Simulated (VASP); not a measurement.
# As (Pm-3m) in VASP: a series of runs, part 2 of 2

VASP 6.6.1. Earlier steps stand in the parts before.

### 3 Relaxation of cell and atoms, r2SCAN

Input file POSCAR:

```
As
1.0
    2.7036817444      0.0000000000      0.0000000000
    0.0000000000      2.7036817444      0.0000000000
    0.0000000000      0.0000000000      2.7036817444
As
1
Direct
    0.5000000000      0.5000000000      0.5000000000
```

Input file INCAR.step1:

```
SYSTEM = As
ALGO = Normal ; EDIFF = 1E-4
ENCUT = 600 ; GGA = PE
ISMEAR = 0 ; LASPH = .TRUE.
LCHARG = .FALSE. ; LREAL = .FALSE.
LWAVE = .TRUE. ; NELM = 100
PREC = Accurate ; SIGMA = 0.1
```

Input file INCAR.step2:

```
SYSTEM = As
ALGO = Normal ; EDIFF = 1E-6
EDIFFG = -0.005 ; ENCUT = 600
IBRION = 2 ; ISIF = 3
ISMEAR = 0 ; ISTART = 1
LASPH = .TRUE. ; LCHARG = .FALSE.
LMIXTAU = .TRUE. ; LREAL = .FALSE.
LWAVE = .FALSE. ; METAGGA = R2SCAN
NELM = 100 ; NSW = 100
PREC = Accurate ; SIGMA = 0.1
```

Input file KPOINTS:

```
k-points
0
G
  16 16 16
  0 0 0
```

Potentials or basis: VASP PAW PBE potentials, release 64 (As).

On the command line:

```bash
cat potpaw_PBE.64/As/POTCAR > POTCAR
cp INCAR.step1 INCAR
mpirun -np 1 vasp_std > vasp.out
cp INCAR.step2 INCAR
mpirun -np 1 vasp_std > vasp.out
```

OUTCAR:

```text
SYSTEM = As
   EDIFF = 1E-6
   EDIFFG = -0.005
   ENCUT = 600
   IBRION = 2
   ISIF = 3
   ISMEAR = 0
   ISTART = 1
   LASPH = .TRUE.
   LREAL = .FALSE.
   METAGGA = R2SCAN
   NELM = 100
   NSW = 100
   PREC = Accurate

 ion  position               nearest neighbor table
   1  0.500  0.500  0.500-

  LATTYP: Found a simple cubic cell.
 ALAT       =     2.7036817444

  Lattice vectors:

 A1 = (   2.7036817444,   0.0000000000,   0.0000000000)
 A2 = (   0.0000000000,   2.7036817444,   0.0000000000)
 A3 = (   0.0000000000,   0.0000000000,   2.7036817444)

Analysis of symmetry for initial positions (statically):
=====================================================================
 Subroutine PRICEL returns:
 Original cell was already a primitive cell.

 Routine SETGRP: Setting up the symmetry group for a
[... 280 lines left out ...]
  ---------------------------------------------------
  free energy    TOTEN  =       -14.55326457 eV

  energy without entropy =      -14.55216717  energy(sigma->0) =      -14.55271587

 E-fermi :   5.7973     XC(G=0): -10.9202

 val. band max:        5.7538261565   @ k =   0.1875   0.1875   0.1250
 cond. band min:       5.8067691609   @ k =   0.3125   0.3125   0.3125
 fundamental gap:      0.0529430045
 Fermi energy:         5.7972744073

 k-point     1 :       0.0000    0.0000    0.0000
  band No.  band energies     occupation
      1      -9.8988      2.00000
      2      10.1301      0.00000
      3      10.1301      0.00000
      4      10.1301      0.00000
      5      14.6862      0.00000
      6      14.6862      0.00000
[... 199 lines left out ...]
 k-point    24 :       0.5000    0.1250    0.0000
  band No.  band energies     occupation
      1      -6.2963      2.00000
      2      -1.1812      2.00000
      3       9.9204      0.00000
      4      12.8069      0.00000
      5      16.7976      0.00000
      6      18.9482      0.00000

 [... further k-points ...]
[... 5 lines left out ...]
  --------------------------------------------------------------------------------------
  -------------------------------------------------------------------------------------
  Total       -0.0002181     -0.0002181     -0.0002181     -0.0000000      0.0000000     -0.0000000
  in kB       -0.0176718     -0.0176718     -0.0176718     -0.0000000      0.0000000     -0.0000000
  external PRESSURE =      -0.0176718 kB  Pullay stress =       0.0000000 kB
[... 16 lines left out ...]
  FREE ENERGIE OF THE ION-ELECTRON SYSTEM (eV)
  ---------------------------------------------------
  free  energy   TOTEN  =       -14.5532645715 eV

  energy  without entropy=      -14.5521671743  energy(sigma->0) =      -14.55271587

 reached required accuracy - stopping structural energy minimisation
```

OUTCAR.step1:

```text
SYSTEM = As
   EDIFF = 1E-4
   ENCUT = 600
   GGA = PE
   ISMEAR = 0
   LASPH = .TRUE.
[... 435 lines left out ...]
 -----------------------------------------------------------------------------------
      1.35184      1.35184      1.35184         0.000000      0.000000      0.000000
 -----------------------------------------------------------------------------------
    total drift:                                0.000000     -0.000000     -0.000000

  FREE ENERGIE OF THE ION-ELECTRON SYSTEM (eV)
  ---------------------------------------------------
  free  energy   TOTEN  =        -4.5547648702 eV

  energy  without entropy=       -4.5536740462  energy(sigma->0) =       -4.55421946
```

OSZICAR.step1:

```text
N       E                     dE             d eps       ncg     rms          rms(c)
DAV:   1     0.130916420038E+02    0.13092E+02   -0.22790E+03  1980   0.693E+02
DAV:   2    -0.424884997454E+01   -0.17340E+02   -0.16542E+02  2742   0.842E+01
DAV:   3    -0.454995489671E+01   -0.30110E+00   -0.29175E+00  2310   0.154E+01
DAV:   4    -0.455060616320E+01   -0.65127E-03   -0.65126E-03  3018   0.713E-01
DAV:   5    -0.455060631838E+01   -0.15518E-06   -0.15536E-06  2238   0.821E-03    0.210E+00
DAV:   6    -0.455289949830E+01   -0.22932E-02   -0.59950E-04  2562   0.263E-01    0.125E+00
DAV:   7    -0.455471052120E+01   -0.18110E-02   -0.17028E-03  2334   0.425E-01    0.824E-02
DAV:   8    -0.455476487019E+01   -0.54349E-04   -0.58481E-05  2430   0.763E-02
   1 F= -.45547649E+01 E0= -.45542195E+01  d E =-.109082E-02
```

It took 67 s on 1 thread of Intel Xeon Platinum 8488C (Sapphire Rapids), shared host; peak memory 0.16 GiB.

Results:

```
Free energy                            : -14.5533 eV
Relaxed volume                         : 19.78 Å³/atom
Relaxed cell                           : a = 2.704 Å, b = 2.704 Å, c = 2.704 Å, α = 90.00°, β = 90.00°, γ = 90.00°
Space group after relaxing (to 0.05 Å) : Pm-3m (No. 221)
Energy gained by relaxing              : 0.0 meV/atom
Ionic steps                            : 4
Pressure after relaxing                : 0.0 GPa
Band gap on the k mesh                 : none (metal or under the smearing width)
```

Final structure:
```
As
1.0
     2.70421    0.00000    0.00000
     0.00000    2.70421    0.00000
     0.00000    0.00000    2.70421
As
1
Direct
  0.50000 0.50000 0.50000
```

Levels at points of the mesh, in eV from the Fermi level:
```tsv
k point	band 1	band 2	band 3	band 4	band 5	band 6
(0.00, 0.00, 0.00)	-15.70	4.33	4.33	4.33	8.89	8.89
(0.50, 0.00, 0.00)	-12.40	-7.26	6.75	6.75	11.57	15.09
(0.50, 0.50, 0.00)	-8.90	-4.55	-4.55	2.89	9.06	17.25
(0.50, 0.50, 0.50)	-4.96	-2.05	-2.05	-2.05	6.36	6.36
```

Caveat: the PAW data sets were made with another functional, which shifts forces and pressure a little.

### 4 Single point, r2SCAN

POSCAR is that of step 3.

Input file INCAR.step1:

```
  PREC = Accurate
  ENCUT = 520
  ISMEAR = 0
  SIGMA = 0.1
  LREAL = False
  LASPH = True
  NELM = 100
  NBANDS = 8
  GGA = PE
  ALGO = Normal
  EDIFF = 1E-4
  LWAVE = True
  LCHARG = False
```

Input file INCAR.step2:

```
  PREC = Accurate
  ENCUT = 520
  EDIFF = 1E-6
  ISMEAR = 0
  SIGMA = 0.1
  LREAL = False
  LASPH = True
  NELM = 100
  ALGO = Normal
  ISIF = 2
  LWAVE = False
  LCHARG = False
  METAGGA = R2SCAN
  LMIXTAU = True
  NBANDS = 8
  ISTART = 1
```

Input file KPOINTS:

```
Automatic mesh
0
Gamma
  6 6 6
```

On the command line:

```bash
cat potpaw_PBE.64/As/POTCAR > POTCAR
cp INCAR.step1 INCAR
mpirun -np 1 vasp_std > vasp.out
cp INCAR.step2 INCAR
mpirun -np 1 vasp_std > vasp.out
```

Run time: 8.3 s. Hardware: 1 thread of Intel Xeon Platinum 8488C (Sapphire Rapids), shared host; peak memory 0.12 GiB.

The run converged. Its results:

```
Free energy            : -14.5800 eV
Pressure               : 0.2 GPa
Band gap on the k mesh : none (metal or under the smearing width)
```

Levels at points of the mesh, in eV from the Fermi level:
```csv
k point,band 1,band 2,band 3,band 4,band 5
"(0.00, 0.00, 0.00)",-16.08,3.95,3.95,3.95,8.51
"(0.50, 0.00, 0.00)",-12.78,-7.65,6.37,6.37,11.19
"(0.50, 0.50, 0.00)",-9.28,-4.94,-4.94,2.50,8.69
"(0.50, 0.50, 0.50)",-5.33,-2.43,-2.43,-2.43,5.98
```

Caveat: the k mesh is coarse (spacing up to 0.39 Å⁻¹), so the values aren't converged; the PAW data sets were made with another functional, which shifts forces and pressure a little.

### 5 Overview

```csv
task,cell,k mesh,cutoff (eV),mesh quality,gap on the mesh (eV),pressure (GPa)
single point,"Pm-3m, 19.8 Å³/atom",16 × 16 × 16,520,not flagged,none,-0.1
relaxation of cell and atoms,relaxed,16 × 16 × 16,600,not flagged,none,0.0
single point,"Pm-3m, 19.76 Å³/atom",6 × 6 × 6,520,coarse,none,0.2
```

Alike in all rows: level r2SCAN; potentials or basis VASP PAW PBE potentials, release 64 (As); no spin polarisation; smearing gaussian 0.1 eV.

Caveats: some runs use coarse meshes; the PAW data sets were made with another functional, which shifts forces and pressure a little.

Total energies depend on the potentials used, so only differences within one code and one set of settings carry meaning.
